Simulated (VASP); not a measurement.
# MgO (F-43m) in VASP: G0W0 quasiparticle levels with PBE

Aim: the G0W0 quasiparticle levels of MgO with PBE.

All numbers are computed with VASP 6.6.1; they aren't measurements. Logs are shortened: lines on timing, memory, paths and dates and some standing lists are left out, and cuts for length are marked.

## 1. The crystal as given

The structure is cubic, space group F-43m (No. 216). The conventional cell has a = 4.612 Å, b = 4.612 Å, c = 4.612 Å, α = 90.00°, β = 90.00°, γ = 90.00°. Around Mg (site symmetry -43m) lie 4 O at 2.00 Å. O (site symmetry -43m) has 4 Mg at 2.00 Å as nearest neighbours.

The cell was built by a generator and needn't be a form met in nature.

## 2. G0W0 quasiparticle levels, PBE

File POSCAR:

```
MgO
1.0
    0.0000000000      2.3061600000      2.3061600000
    2.3061600000      0.0000000000      2.3061600000
    2.3061600000      2.3061600000      0.0000000000
Mg O
1 1
Direct
    0.5000000000      0.5000000000      0.5000000000
    0.7500000000      0.7500000000      0.7500000000
```

File INCAR.step1:

```
SYSTEM = MgO
  PREC = Accurate
  ENCUT = 500
  EDIFF = 1E-8
  ISMEAR = 0
  SIGMA = 0.01
  LREAL = .FALSE.
  LASPH = .TRUE.
  NELM = 80
  ALGO = Normal
  LWAVE = .TRUE.
  LCHARG = .FALSE.
  GGA = PE
```

File INCAR.step2:

```
SYSTEM = MgO
  PREC = Accurate
  ENCUT = 500
  EDIFF = 1E-8
  ISMEAR = 0
  SIGMA = 0.01
  LREAL = .FALSE.
  LASPH = .TRUE.
  NELM = 1
  ALGO = Exact
  LWAVE = .TRUE.
  LCHARG = .FALSE.
  GGA = PE
  NBANDS = 161
  LOPTICS = .TRUE.
  ISTART = 1
```

File INCAR.step3:

```
SYSTEM = MgO
  PREC = Accurate
  ENCUT = 500
  EDIFF = 1E-8
  ISMEAR = 0
  SIGMA = 0.01
  LREAL = .FALSE.
  LASPH = .TRUE.
  ALGO = EVGW0
  LWAVE = .FALSE.
  LCHARG = .FALSE.
  GGA = PE
  NELMGW = 1
  NBANDS = 161
  ENCUTGW = 200
  NOMEGA = 64
  PRECFOCK = Fast
  ISTART = 1
  NBANDSGW = 12
```

File KPOINTS:

```
Automatic mesh
0
G
  5 5 5
  0 0 0
```

Potentials or basis: VASP PAW PBE potentials, release 64 (Mg_GW, O_GW).

Run with:

```bash
> cat potpaw_PBE.64/Mg_GW/POTCAR potpaw_PBE.64/O_GW/POTCAR > POTCAR
> cp INCAR.step1 INCAR
> mpirun -np 1 vasp_std > vasp.out
> cp INCAR.step2 INCAR
> mpirun -np 1 vasp_std > vasp.out
> cp INCAR.step3 INCAR
> mpirun -np 1 vasp_std > vasp.out
```

OUTCAR:

```text
SYSTEM = MgO
   PREC = Accurate
   ENCUT = 500
   EDIFF = 1E-8
   ISMEAR = 0
   LREAL = .FALSE.
   LASPH = .TRUE.
   GGA = PE
   NELMGW = 1
   ENCUTGW = 200
   PRECFOCK = Fast
   ISTART = 1

 ion  position               nearest neighbor table
   1  0.500  0.500  0.500-   2 2.00   2 2.00   2 2.00   2 2.00
   2  0.750  0.750  0.750-   1 2.00   1 2.00   1 2.00   1 2.00

  LATTYP: Found a face centered cubic cell.
 ALAT       =     4.6123200000

  Lattice vectors:

 A1 = (   0.0000000000,   2.3061600000,   2.3061600000)
 A2 = (   2.3061600000,   0.0000000000,   2.3061600000)
 A3 = (   2.3061600000,   2.3061600000,   0.0000000000)

Analysis of symmetry for initial positions (statically):
=====================================================================
 Subroutine PRICEL returns:
 Original cell was already a primitive cell.

 Routine SETGRP: Setting up the symmetry group for a
 face centered cubic supercell.

 Subroutine GETGRP returns: Found 24 space group operations
 (whereof 24 operations were pure point group operations)
 out of a pool of 48 trial point group operations.

The static configuration has the point symmetry T_d .

Analysis of symmetry for dynamics (positions and initial velocities):
=====================================================================
 Subroutine PRICEL returns:
 Original cell was already a primitive cell.

 Routine SETGRP: Setting up the symmetry group for a
 face centered cubic supercell.

 Subroutine GETGRP returns: Found 24 space group operations
 (whereof 24 operations were pure point group operations)
 out of a pool of 48 trial point group operations.

The dynamic configuration has the point symmetry T_d .

 Subroutine INISYM returns: Found 24 space group operations
 (whereof 24 operations are pure point group operations),
 and found     1 'primitive' translations

----------------------------------------------------------------------------------------

[... 74 lines left out ...]
   LASPH  =      T    aspherical Exc in radial PAW
   ENCUT  =  500.0 eV  36.75 Ry    6.06 a.u.   5.95  5.95  5.95*2*pi/ulx,y,z
   NELM   =     60;   NELMIN=  2; NELMDL=  0     # of ELM steps
   EDIFF  = 0.1E-07   stopping-criterion for ELM
   LREAL  =      F    real-space projection
   EDIFFG = 0.1E-06   stopping-criterion for IOM
   NSW    =      0    number of steps for IOM
   IBRION =     -1    ionic relax: 0-MD 1-quasi-New 2-CG
   NFREE  =      0    steps in history (QN), initial steepest desc. (CG)
   ISIF   =      0    stress and relaxation
   ISYM   =      3    0-nonsym 1-usesym 2-fastsym
   POTIM  = 0.5000    time-step for ionic-motion
   TEBEG  =    0.0;   TEEND  =   0.0 temperature during run
   PSTRESS=    0.0 pullay stress
   NELECT =       8.0000    total number of electrons
   NUPDOWN=      -1.0000    fix difference up-down
   EMIN   =  10.00;   EMAX   =-10.00  energy-range for DOS
   EFERMI =   0.00;   METHOD = LEGACY
   ISMEAR =     0;   SIGMA  =   0.01  broadening in eV -4-tet -1-fermi 0-gaus
   EFERMI_NEDOS =   21; number of points for ismear=-14 and -15
   IALGO  =     38    algorithm
   IMIX   =      4    mixing-type and parameters
     AMIX     =   0.40;   BMIX     =  1.00
     AMIX_MAG =   1.60;   BMIX_MAG =  1.00
  volume/ion in A,a.u.               =      12.27        82.77
  Fermi-wavevector in a.u.,A,eV,Ry     =   1.126865  2.129467 17.277028  1.269826
  Thomas-Fermi vector in A             =   2.263549
   LORBIT       =      0    0 simple, 1 ext, 2 COOP (PROOUT), +10 PAW based schemes
   GGA     = PE    functional components
   LHFCALC =     T    Hartree Fock is set to
   PRECFOCK=fast      Normal, Fast or Accurate (Low or Medium for compatibility)
   ENCUT4O =  -1.0   cutoff for four orbital integrals eV
   NKREDX  =     1    reduce k-point grid by
   NKREDY  =     1    reduce k-point grid by
   NKREDZ  =     1    reduce k-point grid by
   AEXX    =    1.0000 exact exchange contribution
   HFSCREEN=    0.0000 screening length (either q_TF or 0.3 A-1)
   HFSCREENC=   0.0000 screening length for correlation (either q_TF or 0.3 A-1)
   ENCUTFOCK=  -1.0 apply spherical cutoff to Coloumb kernel
   IVDW    =     0    specifies the selected vdW correction
   LEPSILON=     F    determine dielectric tensor
   LRPA    =     F    only Hartree local field effects (RPA)
   LRPAFORCE           =     F    calculate RPA forces
   ENCUTGW             = 200.0    cutoff for response function in eV
   ENCUTGWSOFT         = 160.0    soft cutoff for Coulomb kernel in GW response function in eV
   ENCUTLF             =  -1.0    cutoff for local field effects
   NELMGW              =     1    number of iterations in solving QP/BSE equation
   NELMHF              =     1    number of iterations in the inner HF iteration
   NKREDLFX            =     1    NKREDLFY  =   1   NKREDLFZ  =   1
 non-spin polarized calculation
 Gauss-broadening in eV      SIGMA  =   0.01
  energy-cutoff  :      500.00
  volume of cell :       24.53
 maximum number of plane-waves:       635
  NGX = 14; NGY = 14; NGZ = 14
   NGX = 11   NGY = 11   NGZ = 11
 maximum number of plane-waves:       169

 QP shifts <psi_nk| G(iteration)W_0 |psi_nk>: iteration 1
 for sc-GW calculations column KS-energies equals QP-energies in previous step
 and V_xc(KS)=  KS-energies - (<T + V_ion + V_H > + <T+V_H+V_ion>^1  + <V_x>^1)

 k-point   1 :       0.0000    0.0000    0.0000
  band No.  KS-energies  QP-energies   sigma(KS)   V_xc(KS)     V^pw_x(r,r')   Z            occupation Imag(sigma)

      1     -15.1925     -17.3248     -21.6951     -18.5999     -30.2456       0.6889       2.0000       1.0458
      2       0.6241      -0.7990     -20.8372     -18.9290     -24.5722       0.7458       2.0000       0.0616
      3       0.6241      -0.7990     -20.8372     -18.9290     -24.5722       0.7458       2.0000       0.0616
      4       0.6241      -0.7990     -20.8372     -18.9290     -24.5722       0.7458       2.0000       0.0616
      5       4.0909       4.9026      -8.7023      -9.6873      -5.7309       0.8241       0.0000      -0.0567
      6      17.0569      18.2729      -6.9166      -8.4353      -2.5727       0.8007       0.0000      -0.1270
      7      17.0569      18.2729      -6.9166      -8.4353      -2.5727       0.8007       0.0000      -0.1270
      8      17.0569      18.2729      -6.9166      -8.4353      -2.5727       0.8007       0.0000      -0.1270
      9      20.6509      21.8791      -7.1395      -8.6770      -2.5721       0.7989       0.0000      -0.2691
     10      20.6509      21.8791      -7.1395      -8.6770      -2.5721       0.7989       0.0000      -0.2691
     11      20.6771      21.4167      -7.2145      -8.1906      -2.0196       0.7578       0.0000      -0.5542
     12      20.6771      21.4167      -7.2145      -8.1906      -2.0196       0.7578       0.0000      -0.5542
[... 132 lines left out ...]
      1     -14.4297     -16.4856     -22.7184     -19.6672     -31.1891       0.6738       2.0000       0.8954
      2      -1.4775      -3.1687     -17.9067     -15.5910     -21.7262       0.7303       2.0000       0.0801
      3      -0.6612      -2.2780     -19.1102     -16.9116     -22.9368       0.7354       2.0000       0.0718
      4      -0.0819      -1.6405     -19.7280     -17.6267     -23.4924       0.7418       2.0000       0.0642
      5       8.2879       9.2070      -8.5288      -9.6757      -4.9823       0.8013       0.0000      -0.0620
      6      11.7497      12.8399      -9.1125     -10.4964      -5.1286       0.7878       0.0000      -0.0886
      7      13.5469      14.9523      -9.0382     -10.8107      -4.7971       0.7929       0.0000      -0.1317
      8      15.2305      16.4424      -8.4317      -9.9695      -3.8484       0.7880       0.0000      -0.2357
      9      19.3671      20.5111      -7.3998      -8.8741      -2.5205       0.7759       0.0000      -0.3246
     10      21.5411      22.7435      -7.2710      -8.7554      -2.3477       0.8100       0.0000      -0.4722
     11      24.9356      26.5363      -8.6923     -10.6075      -3.3434       0.8358       0.0000      -0.9007
     12      26.4681      28.1932      -8.4200     -10.4949      -3.2229       0.8314       0.0000      -0.7668
```

OUTCAR.step2:

```text
SYSTEM = MgO
   PREC = Accurate
   ENCUT = 500
   EDIFF = 1E-8
[... 730 lines left out ...]
  --------------------------------------------------------------------------------------------------------------
     0.00000     3.15241     3.15241     3.15241    -0.00000    -0.00000    -0.00000
     2.51338     3.52400     3.52400     3.52400    -0.00000    -0.00000    -0.00000
     5.02676     5.64390     5.64390     5.64390    -0.00000    -0.00000    -0.00000
     7.54014     3.53589     3.53589     3.53589     0.00000    -0.00000     0.00000
    10.05352     2.39034     2.39034     2.39034     0.00000     0.00000     0.00000
    12.56690     0.21023     0.21023     0.21023     0.00000    -0.00000     0.00000
[... 92 lines left out ...]
   246.31123     0.99251     0.99251     0.99251     0.00000    -0.00000     0.00000
   248.82461     0.99268     0.99268     0.99268     0.00000    -0.00000     0.00000
```

Wall time 2.8 min (1 thread of Intel Xeon Platinum 8488C (Sapphire Rapids), shared host); peak memory 0.43 GiB.

Results:

| Quantity | Value |
| --- | --- |
| Band gap on the k mesh, mean-field level | 3.47 eV, direct |
| Quasiparticle gap | 5.70 eV |
| Least direct quasiparticle gap | 5.70 eV |

Levels at points of the mesh, in eV from the valence-band top:
| k point | band 1 | band 2 | band 3 | band 4 | band 5 | band 6 | band 7 | band 8 |
| --- | --- | --- | --- | --- | --- | --- | --- | --- |
| (0.00, 0.00, 0.00) | -15.82 | 0.00 | 0.00 | 0.00 | 3.47 | 16.43 | 16.43 | 16.43 |

Caveat: the k mesh is coarse (spacing up to 0.47 Å⁻¹), so the values aren't converged; bands, screening cutoff and mesh are small and nothing is extrapolated, so the quasiparticle values aren't converged.
